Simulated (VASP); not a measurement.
# BeSe (F-43m) in VASP: notebook

One crystal, BeSe, is run at these levels: LDA; tasks: relaxation of the atoms.

All numbers are computed with VASP 6.6.1; they aren't measurements. Logs are shortened: lines on timing, memory, paths and dates and some standing lists are left out, and cuts for length are marked.

## Step 1: The crystal as given

The structure is cubic, space group F-43m (No. 216). The conventional cell has a = 5.087 Å, b = 5.087 Å, c = 5.087 Å, α = 90.00°, β = 90.00°, γ = 90.00°. Be (site symmetry -43m) has 4 Se at 2.20 Å as nearest neighbours. Around Se (site symmetry -43m) lie 4 Be at 2.20 Å.

## Step 2: Relaxation of the atoms, LDA (a relaxed cell with its volume scaled by 0.98)

Contents of INCAR:

```
PREC = Accurate ; ENCUT = 600
EDIFF = 1E-7 ; ISMEAR = 0
SIGMA = 0.03 ; LREAL = False
LASPH = True ; NELM = 80
ALGO = Fast ; ISIF = 2
LWAVE = False ; LCHARG = False
GGA = CA ; IBRION = 2
NSW = 40 ; EDIFFG = -0.01
```

Contents of KPOINTS:

```
regular mesh
0
Gamma
  10 10 10
```

Contents of POSCAR:

```
BeSe                                    
1.0
    0.0000000000      2.5266421908      2.5266421908
    2.5266421908      0.0000000000      2.5266421908
    2.5266421908      2.5266421908      0.0000000000
  Be              Se            
     1     1
Direct
     0.0000000000000000    0.0000000000000000    0.0000000000000000
     0.2500000000000000    0.2500000000000000    0.2500000000000000
```

Potentials or basis: VASP PAW LDA potentials, release 64 (Be, Se).

Started as:

```console
cat potpaw_LDA.64/Be/POTCAR potpaw_LDA.64/Se/POTCAR > POTCAR
mpirun -np 1 vasp_std > vasp.out
```

OUTCAR:

```text
PREC = Accurate
   ENCUT = 600
   EDIFF = 1E-7
   ISMEAR = 0
   LREAL = False
   LASPH = True
   NELM = 80
   ISIF = 2
   GGA = CA
   IBRION = 2
   NSW = 40
   EDIFFG = -0.01

 ion  position               nearest neighbor table
   1  0.000  0.000  0.000-   2 2.19   2 2.19   2 2.19   2 2.19
   2  0.250  0.250  0.250-   1 2.19   1 2.19   1 2.19   1 2.19

  LATTYP: Found a face centered cubic cell.
 ALAT       =     5.0532843816

  Lattice vectors:

 A1 = (   0.0000000000,   2.5266421908,   2.5266421908)
 A2 = (   2.5266421908,   0.0000000000,   2.5266421908)
 A3 = (   2.5266421908,   2.5266421908,   0.0000000000)

Analysis of symmetry for initial positions (statically):
=====================================================================
 Subroutine PRICEL returns:
 Original cell was already a primitive cell.

 Routine SETGRP: Setting up the symmetry group for a
 face centered cubic supercell.

 Subroutine GETGRP returns: Found 24 space group operations
 (whereof 24 operations were pure point group operations)
 out of a pool of 48 trial point group operations.

The static configuration has the point symmetry T_d .

Analysis of symmetry for dynamics (positions and initial velocities):
=====================================================================
 Subroutine PRICEL returns:
 Original cell was already a primitive cell.

 Routine SETGRP: Setting up the symmetry group for a
 face centered cubic supercell.

 Subroutine GETGRP returns: Found 24 space group operations
 (whereof 24 operations were pure point group operations)
 out of a pool of 48 trial point group operations.

The dynamic configuration has the point symmetry T_d .

 Subroutine INISYM returns: Found 24 space group operations
 (whereof 24 operations are pure point group operations),
 and found     1 'primitive' translations

----------------------------------------------------------------------------------------

                                     Primitive cell

  volume of cell :      32.2598

  direct lattice vectors                    reciprocal lattice vectors
     0.000000000  2.526642191  2.526642191    -0.197891099  0.197891099  0.197891099
     2.526642191  0.000000000  2.526642191     0.197891099 -0.197891099  0.197891099
     2.526642191  2.526642191  0.000000000     0.197891099  0.197891099 -0.197891099

  length of vectors
     3.573211653  3.573211653  3.573211653     0.342757438  0.342757438  0.342757438

  position of ions in fractional coordinates (direct lattice)
     0.000000000  0.000000000  0.000000000
     0.250000000  0.250000000  0.250000000

  ion indices of the primitive-cell ions
   primitive index   ion index
                 1           1
                 2           2

----------------------------------------------------------------------------------------

 KPOINTS: regular mesh

Automatic generation of k-mesh.
 Grid dimensions read from file:
 generate k-points for:   10   10   10

 Generating k-lattice:

  Cartesian coordinates                     Fractional coordinates (reciprocal lattice)
    -0.019789110  0.019789110  0.019789110     0.100000000  0.000000000  0.000000000
     0.019789110 -0.019789110  0.019789110     0.000000000  0.100000000  0.000000000
     0.019789110  0.019789110 -0.019789110     0.000000000  0.000000000  0.100000000

  Length of vectors
     0.034275744  0.034275744  0.034275744

  Shift w.r.t. Gamma in fractional coordinates (k-lattice)
     0.000000000  0.000000000  0.000000000

 Subroutine IBZKPT returns following result:
 ===========================================

 Found     47 irreducible k-points:

 Following reciprocal coordinates:
            Coordinates               Weight
  0.000000  0.000000  0.000000      1.000000
  0.100000  0.000000  0.000000      8.000000
  0.200000  0.000000  0.000000      8.000000
  0.300000  0.000000  0.000000      8.000000
  0.400000  0.000000  0.000000      8.000000
  0.500000  0.000000  0.000000      4.000000
[... 16 lines left out ...]
  0.300000  0.300000  0.000000      6.000000
  0.400000  0.300000  0.000000     24.000000
 [... further k-points ...]
   k-points           NKPTS =     47   k-points in BZ     NKDIM =     47   number of bands    NBANDS=      8
   number of dos      NEDOS =    301   number of ions     NIONS =      2
   total plane-waves  NPLWV =  27000
   dimension x,y,z NGX =    30 NGY =   30 NGZ =   30
   dimension x,y,z NGXF=    60 NGYF=   60 NGZF=   60
   ions per type =               1   1
   NGX,Y,Z   is equivalent  to a cutoff of  13.96, 13.96, 13.96 a.u.
   NGXF,Y,Z  is equivalent  to a cutoff of  27.92, 27.92, 27.92 a.u.
 SYSTEM =  unknown system
   PREC   = accura    normal or accurate (medium, high low for compatibility)
   ISTART =      0    job   : 0-new  1-cont  2-samecut
   ICHARG =      2    charge: 1-file 2-atom 10-const
   ISPIN  =      1    spin polarized calculation?
   LNONCOLLINEAR =      F non collinear calculations
   LSORBIT =      F    spin-orbit coupling
[... 74 lines left out ...]
  band No.  band energies     occupation
      1     -10.2154      2.00000
      2       2.8742      2.00000
      3       3.6917      2.00000
      4       3.6917      2.00000
      5       8.4761      0.00000
      6       9.0299      0.00000
      7       9.0299      0.00000
      8       9.7403      0.00000

 k-point     3 :       0.2000    0.0000    0.0000
  band No.  band energies     occupation
      1      -9.9118      2.00000
      2       1.1072      2.00000
      3       3.3467      2.00000
      4       3.3467      2.00000
      5       8.4307      0.00000
      6       9.5338      0.00000
      7       9.5338      0.00000
      8      11.5673      0.00000

 k-point     4 :       0.3000    0.0000    0.0000
  band No.  band energies     occupation
      1      -9.4726      2.00000
      2      -0.5591      2.00000
      3       3.0021      2.00000
      4       3.0021      2.00000
      5       8.3678      0.00000
      6       9.8130      0.00000
      7       9.8130      0.00000
      8      13.0870      0.00000

 k-point     5 :       0.4000    0.0000    0.0000
  band No.  band energies     occupation
      1      -9.0381      2.00000
      2      -1.7724      2.00000
      3       2.7666      2.00000
      4       2.7666      2.00000
      5       8.3172      0.00000
      6       9.7949      0.00000
      7       9.7949      0.00000
      8      13.6924      0.00000

 k-point     6 :       0.5000    0.0000    0.0000
  band No.  band energies     occupation
      1      -8.8436      2.00000
      2      -2.2319      2.00000
      3       2.6843      2.00000
      4       2.6843      2.00000
      5       8.2980      0.00000
      6       9.7482      0.00000
      7       9.7482      0.00000
      8      13.7638      0.00000

 k-point     7 :       0.1000    0.1000    0.0000
  band No.  band energies     occupation
      1     -10.1798      2.00000
      2       3.0451      2.00000
      3       3.3827      2.00000
      4       3.3827      2.00000
      5       8.3327      0.00000
      6       9.4726      0.00000
      7       9.4726      0.00000
      8       9.5208      0.00000
[... 133 lines left out ...]
 k-point    20 :      -0.4000    0.2000    0.0000
  band No.  band energies     occupation
      1      -8.6449      2.00000
      2      -1.7286      2.00000
      3       0.8086      2.00000
      4       2.1973      2.00000
      5       8.4506      0.00000
      6      10.9821      0.00000
      7      11.2256      0.00000
      8      13.9320      0.00000

 k-point    21 :      -0.3000    0.2000    0.0000
  band No.  band energies     occupation
      1      -8.9133      2.00000
      2      -1.1302      2.00000
      3       0.7913      2.00000
      4       2.6041      2.00000
      5       8.8784      0.00000
      6      10.8004      0.00000
      7      10.9162      0.00000
      8      12.9241      0.00000

 k-point    22 :      -0.2000    0.2000    0.0000
  band No.  band energies     occupation
      1      -9.3237      2.00000
      2      -0.2233      2.00000
      3       1.2685      2.00000
      4       3.0679      2.00000
      5       9.2143      0.00000
      6      10.1629      0.00000
      7      10.6197      0.00000
      8      11.8553      0.00000

 k-point    23 :       0.3000    0.3000    0.0000
  band No.  band energies     occupation
      1      -9.1879      2.00000
      2       0.0769      2.00000
      3       1.6855      2.00000
      4       1.6855      2.00000
      5       7.1124      0.00000
      6       9.0201      0.00000
      7      12.9211      0.00000
      8      12.9212      0.00000

 k-point    24 :       0.4000    0.3000    0.0000
  band No.  band energies     occupation
      1      -8.8455      2.00000
      2      -0.6569      2.00000
      3       1.1686      2.00000
      4       1.4518      2.00000
      5       7.1161      0.00000
      6       8.9200      0.00000
      7      13.2944      0.00000
      8      13.4976      0.00000

 [... further k-points ...]

------------------------ aborting loop because EDIFF is reached ----------------------------------------

  FORCE on cell =-STRESS in cart. coord.  units (eV):
  Direction    XX          YY          ZZ          XY          YZ          ZX
  --------------------------------------------------------------------------------------
  -------------------------------------------------------------------------------------
  Total        0.3557212      0.3557212      0.3557212      0.0000000      0.0000000      0.0000000
  in kB       17.6668474     17.6668474     17.6668474      0.0000000      0.0000000      0.0000000
  external PRESSURE =      17.6668474 kB  Pullay stress =       0.0000000 kB

 VOLUME and BASIS-vectors are now :
 -----------------------------------------------------------------------------
  energy-cutoff  :      600.00
  volume of cell :       32.26
      direct lattice vectors                 reciprocal lattice vectors
     0.000000000  2.526642191  2.526642191    -0.197891099  0.197891099  0.197891099
     2.526642191  0.000000000  2.526642191     0.197891099 -0.197891099  0.197891099
     2.526642191  2.526642191  0.000000000     0.197891099  0.197891099 -0.197891099

 POSITION                                       TOTAL-FORCE (eV/Angst)
 -----------------------------------------------------------------------------------
      0.00000      0.00000      0.00000         0.000000      0.000000      0.000000
      1.26332      1.26332      1.26332        -0.000000     -0.000000     -0.000000
 -----------------------------------------------------------------------------------
    total drift:                                0.000000      0.000000      0.000000

  FREE ENERGIE OF THE ION-ELECTRON SYSTEM (eV)
  ---------------------------------------------------
  free  energy   TOTEN  =       -10.0069878065 eV

  energy  without entropy=      -10.0069878065  energy(sigma->0) =      -10.00698781

 reached required accuracy - stopping structural energy minimisation
```

Wall time 11 s (1 thread of Intel Xeon 6975P-C (Granite Rapids), shared host); peak memory 0.15 GiB.

What came out:

| Property | Result |
| --- | --- |
| Free energy | -10.0070 eV |
| Pressure after relaxing | 1.8 GPa |
| Band gap on the k mesh | 2.35 eV, indirect (least direct gap 4.59 eV) |

Final structure:
```xyz
2
Lattice="0.0000 2.5266 2.5266 2.5266 0.0000 2.5266 2.5266 2.5266 0.0000" Properties=species:S:1:pos:R:3 pbc="T T T"
Be    0.0000    0.0000    0.0000
Se    1.2633    1.2633    1.2633
```

Caveat: the relaxation stopped at its first step, so nothing moved. A k mesh can miss the band edges.

## Step 3: Relaxation of the atoms, LDA

INCAR is that of step 2.

KPOINTS is that of step 2.

Contents of POSCAR:

```
BeSe                                    
1.0
    0.0000000000      2.5437146154      2.5437146154
    2.5437146154      0.0000000000      2.5437146154
    2.5437146154      2.5437146154      0.0000000000
  Be              Se            
     1     1
Direct
     0.0000000000000000    0.0000000000000000    0.0000000000000000
     0.2500000000000000    0.2500000000000000    0.2500000000000000
```

Potentials or basis: VASP PAW LDA potentials, release 64 (Be, Se).

Started as:

```console
cat potpaw_LDA.64/Be/POTCAR potpaw_LDA.64/Se/POTCAR > POTCAR
mpirun -np 1 vasp_std > vasp.out
```

Wall time 12 s (1 thread of Intel Xeon 6975P-C (Granite Rapids), shared host); peak memory 0.15 GiB.

The run converged. Its results:

```
Free energy             : -10.0106 eV
Pressure after relaxing : 0.0 GPa
Band gap on the k mesh  : 2.40 eV, indirect (least direct gap 4.44 eV)
```

Final structure:
```
CELL_PARAMETERS angstrom
0.00000 2.54371 2.54371
2.54371 0.00000 2.54371
2.54371 2.54371 0.00000
ATOMIC_POSITIONS crystal
Be 0.00000 0.00000 0.00000
Se 0.25000 0.25000 0.25000
```

Levels at points of the mesh, in eV from the valence-band top:
| k point | band 1 | band 2 | band 3 | band 4 | band 5 | band 6 | band 7 | band 8 |
| --- | --- | --- | --- | --- | --- | --- | --- | --- |
| (0.00, 0.00, 0.00) | -14.03 | 0.00 | 0.00 | 0.00 | 4.44 | 4.93 | 4.93 | 4.93 |
| (0.50, 0.00, 0.00) | -12.61 | -5.94 | -1.13 | -1.13 | 4.38 | 5.90 | 5.90 | 9.87 |
| (0.50, 0.50, 0.00) | -12.12 | -5.24 | -2.79 | -2.79 | 2.40 | 4.13 | 11.84 | 11.84 |

Caveat: the relaxation stopped at its first step, so nothing moved. A k mesh can miss the band edges.

## Step 4: Relaxation of the atoms, LDA (a relaxed cell with its volume scaled by 1.02)

INCAR is that of step 3.

KPOINTS is that of step 3.

Contents of POSCAR:

```
BeSe                                    
1.0
    0.0000000000      2.5605608985      2.5605608985
    2.5605608985      0.0000000000      2.5605608985
    2.5605608985      2.5605608985      0.0000000000
  Be              Se            
     1     1
Direct
     0.0000000000000000    0.0000000000000000    0.0000000000000000
     0.2500000000000000    0.2500000000000000    0.2500000000000000
```

Started as:

```console
cat potpaw_LDA.64/Be/POTCAR potpaw_LDA.64/Se/POTCAR > POTCAR
mpirun -np 1 vasp_std > vasp.out
```

Wall time 11 s (1 thread of Intel Xeon 6975P-C (Granite Rapids), shared host); peak memory 0.15 GiB.

Results (log left out):

```
Free energy             : -10.0073 eV
Pressure after relaxing : -1.6 GPa
Band gap on the k mesh  : 2.44 eV, indirect (least direct gap 4.29 eV)
```

Final structure:
```
CELL_PARAMETERS angstrom
0.00000 2.56056 2.56056
2.56056 0.00000 2.56056
2.56056 2.56056 0.00000
ATOMIC_POSITIONS crystal
Be 0.00000 0.00000 0.00000
Se 0.25000 0.25000 0.25000
```

Levels at points of the mesh, in eV from the valence-band top:
| k point | band 1 | band 2 | band 3 | band 4 | band 5 | band 6 | band 7 | band 8 |
| --- | --- | --- | --- | --- | --- | --- | --- | --- |
| (0.00, 0.00, 0.00) | -13.90 | 0.00 | 0.00 | 0.00 | 4.29 | 4.94 | 4.94 | 4.94 |
| (0.50, 0.00, 0.00) | -12.53 | -5.81 | -1.10 | -1.10 | 4.30 | 5.90 | 5.90 | 9.81 |
| (0.50, 0.50, 0.00) | -12.06 | -5.14 | -2.72 | -2.72 | 2.44 | 4.14 | 11.68 | 11.68 |

Caveat: the relaxation stopped at its first step, so nothing moved.

## Step 5: Relaxation of the atoms, LDA (a relaxed cell with its volume scaled by 1.04)

INCAR is that of step 4.

KPOINTS is that of step 4.

Contents of POSCAR:

```
BeSe                                    
1.0
    0.0000000000      2.5771883832      2.5771883832
    2.5771883832      0.0000000000      2.5771883832
    2.5771883832      2.5771883832      0.0000000000
  Be              Se            
     1     1
Direct
     0.0000000000000000    0.0000000000000000    0.0000000000000000
     0.2500000000000000    0.2500000000000000    0.2500000000000000
```

Started as:

```console
cat potpaw_LDA.64/Be/POTCAR potpaw_LDA.64/Se/POTCAR > POTCAR
mpirun -np 1 vasp_std > vasp.out
```

Run time: 13 s. Hardware: 1 thread of Intel Xeon 6975P-C (Granite Rapids), shared host; peak memory 0.15 GiB.

It converged, with:

| Property | Result |
| --- | --- |
| Free energy | -9.9977 eV |
| Pressure after relaxing | -3.0 GPa |
| Band gap on the k mesh | 2.48 eV, indirect (least direct gap 4.15 eV) |

Final structure:
```
Be Se
1.0
     0.00000    2.57719    2.57719
     2.57719    0.00000    2.57719
     2.57719    2.57719    0.00000
Be Se
1 1
Direct
  0.00000 0.00000 0.00000
  0.25000 0.25000 0.25000
```

Levels at points of the mesh, in eV from the valence-band top:
| k point | band 1 | band 2 | band 3 | band 4 | band 5 | band 6 | band 7 | band 8 |
| --- | --- | --- | --- | --- | --- | --- | --- | --- |
| (0.00, 0.00, 0.00) | -13.78 | 0.00 | 0.00 | 0.00 | 4.15 | 4.94 | 4.94 | 4.94 |
| (0.50, 0.00, 0.00) | -12.45 | -5.69 | -1.07 | -1.07 | 4.23 | 5.89 | 5.89 | 9.76 |
| (0.50, 0.50, 0.00) | -12.00 | -5.04 | -2.65 | -2.65 | 2.48 | 4.15 | 11.52 | 11.52 |

Caveat: the relaxation stopped at its first step, so nothing moved. A k mesh can miss the band edges.

## Step 6: Relaxation of the atoms, LDA (a relaxed cell with its volume scaled by 1.06)

INCAR is that of step 5.

KPOINTS is that of step 5.

Contents of POSCAR:

```
BeSe                                    
1.0
    0.0000000000      2.5936040384      2.5936040384
    2.5936040384      0.0000000000      2.5936040384
    2.5936040384      2.5936040384      0.0000000000
  Be              Se            
     1     1
Direct
     0.0000000000000000    0.0000000000000000    0.0000000000000000
     0.2500000000000000    0.2500000000000000    0.2500000000000000
```

Potentials or basis: VASP PAW LDA potentials, release 64 (Be, Se).

Started as:

```console
cat potpaw_LDA.64/Be/POTCAR potpaw_LDA.64/Se/POTCAR > POTCAR
mpirun -np 1 vasp_std > vasp.out
```

Run time: 11 s. Hardware: 1 thread of Intel Xeon 6975P-C (Granite Rapids), shared host; peak memory 0.15 GiB.

It converged, with:

```yaml
Free_energy: -9.9825 eV
Pressure_after_relaxing: -4.4 GPa
Band_gap_on_the_k_mesh: 2.52 eV, indirect (least direct gap 4.01 eV)
```

Final structure:
```yaml
crystal:
  lattice:
    - [0.00000, 2.59360, 2.59360]
    - [2.59360, 0.00000, 2.59360]
    - [2.59360, 2.59360, 0.00000]
  atoms:
    - { symbol: Be, position: [0.00000, 0.00000, 0.00000] }
    - { symbol: Se, position: [0.25000, 0.25000, 0.25000] }
```

Levels at points of the mesh, in eV from the valence-band top:
```tsv
k point	band 1	band 2	band 3	band 4	band 5	band 6	band 7	band 8
(0.00, 0.00, 0.00)	-13.66	0.00	0.00	0.00	4.01	4.94	4.94	4.94
(0.50, 0.00, 0.00)	-12.38	-5.57	-1.04	-1.04	4.17	5.89	5.89	9.70
(0.50, 0.50, 0.00)	-11.95	-4.94	-2.58	-2.58	2.52	4.15	11.36	11.36
```

Caveat: the relaxation stopped at its first step, so nothing moved.

## Step 7: The runs side by side

| cell | gap on the mesh (eV) | pressure (GPa) |
| --- | --- | --- |
| atoms relaxed from: a relaxed cell with its volume scaled by 0.98 | 2.35 | 1.8 |
| atoms relaxed | 2.40 | 0.0 |
| atoms relaxed from: a relaxed cell with its volume scaled by 1.02 | 2.44 | -1.6 |
| atoms relaxed from: a relaxed cell with its volume scaled by 1.04 | 2.48 | -3.0 |
| atoms relaxed from: a relaxed cell with its volume scaled by 1.06 | 2.52 | -4.4 |

Alike in all rows: task relaxation of the atoms; level LDA; potentials or basis VASP PAW LDA potentials, release 64 (Be, Se); no spin polarisation; k mesh 10 × 10 × 10; cutoff (eV) 600; smearing gaussian 0.03 eV.

Caveats: the relaxation stopped at its first step, so nothing moved.

Total energies depend on the potentials used, so only differences within one code and one set of settings carry meaning.
